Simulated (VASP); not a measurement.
GaN:

```
Ga N
1.0
     3.18023    0.00000    0.00000
    -1.59012    2.75416    0.00000
     0.00000    0.00000    5.18322
Ga N
2 2
Direct
  0.33333 0.66667 0.99924
  0.66667 0.33333 0.49924
  0.33333 0.66667 0.37576
  0.66667 0.33333 0.87576
```

Base run:

* Program: VASP 6.6.1
* Functional: HSE06
* Potentials or basis: VASP PAW PBE potentials, release 64 (Ga_d, N)
* Cutoff: 520 eV
* k mesh: 6 × 6 × 3
* Occupations: gaussian, width 0.03 eV
* Spin: no spin polarisation

Its results: band gap on the k mesh 3.25 eV, direct; pressure 0.2 GPa; largest force 0.020 eV/Å.

Problem. The run is repeated on the same cell with these changes: functional from HSE06 to PBE-EpsX. What comes out?

Solution. Band gap on the k mesh 3.30 eV, direct; pressure 2.1 GPa; largest force 0.015 eV/Å.

Caveats: the PAW data sets were made with another functional, which shifts forces and pressure a little.
